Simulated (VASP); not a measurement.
GaN: relaxation of cell and atoms with PBE

The system is GaN.

```
Ga N
1.0
     3.21813    0.00000    0.00000
    -1.60906    2.78698    0.00000
     0.00000    0.00000    5.24449
Ga N
2 2
Direct
  0.33333 0.66667 0.99920
  0.66667 0.33333 0.49920
  0.33333 0.66667 0.37580
  0.66667 0.33333 0.87580
```

| Item | Value |
| --- | --- |
| Program | VASP 6.6.1 |
| Task | relaxation of cell and atoms |
| Functional | PBE |
| Potentials or basis | VASP PAW PBE potentials, release 64 (Ga_d, N) |
| Cutoff | 520 eV |
| k mesh | 6 × 6 × 2 |
| Occupations | gaussian, width 0.02 eV |
| Spin | no spin polarisation |
| Further INCAR settings | ALGO = Normal; EDIFF = 1e-07; IBRION = 2; EDIFFG = -0.002; NSW = 80; ISIF = 3 |

| Quantity | Value |
| --- | --- |
| Relaxed volume | 11.76 Å³/atom |
| Relaxed cell | a = 3.218 Å, b = 3.218 Å, c = 5.245 Å, α = 90.00°, β = 90.00°, γ = 120.00° |
| Space group after relaxing (to 0.05 Å) | P6_3mc (No. 186) |
| Energy gained by relaxing | 0.0 meV/atom |
| Ionic steps | 6 |
| Pressure after relaxing | 0.0 GPa |
| Band gap on the k mesh | 1.71 eV, direct |

Final structure:
```
Ga N
1.0
     3.21831    0.00000    0.00000
    -1.60916    2.78714    0.00000
     0.00000    0.00000    5.24470
Ga N
2 2
Direct
  0.33333 0.66667 0.99920
  0.66667 0.33333 0.49920
  0.33333 0.66667 0.37580
  0.66667 0.33333 0.87580
```

Levels at points of the mesh, in eV from the valence-band top:
```
           k point  band 14  band 15  band 16  band 17  band 18  band 19  band 20  band 21  band 22
(0.00, 0.00, 0.00)    -1.00    -1.00    -0.04     0.00     0.00     1.71     4.07     9.02     9.73
(0.50, 0.00, 0.00)    -5.19    -4.07    -2.64    -2.12    -0.96     4.98     5.37     5.97     8.34
(0.00, 0.00, 0.50)    -3.79    -0.51    -0.51    -0.51    -0.51     4.06     4.06     8.31     8.31
(0.50, 0.00, 0.50)    -6.44    -1.87    -1.87    -1.83    -1.83     4.31     4.31     7.57     7.57
```

Wall time 27 s on 1 thread of Intel(R) Xeon(R) Platinum 8488C (Sapphire Rapids), with other jobs on the host, peak memory 0.16 GiB.

Caveat: the k mesh is coarse (spacing up to 0.60 Å⁻¹), so the values aren't converged.
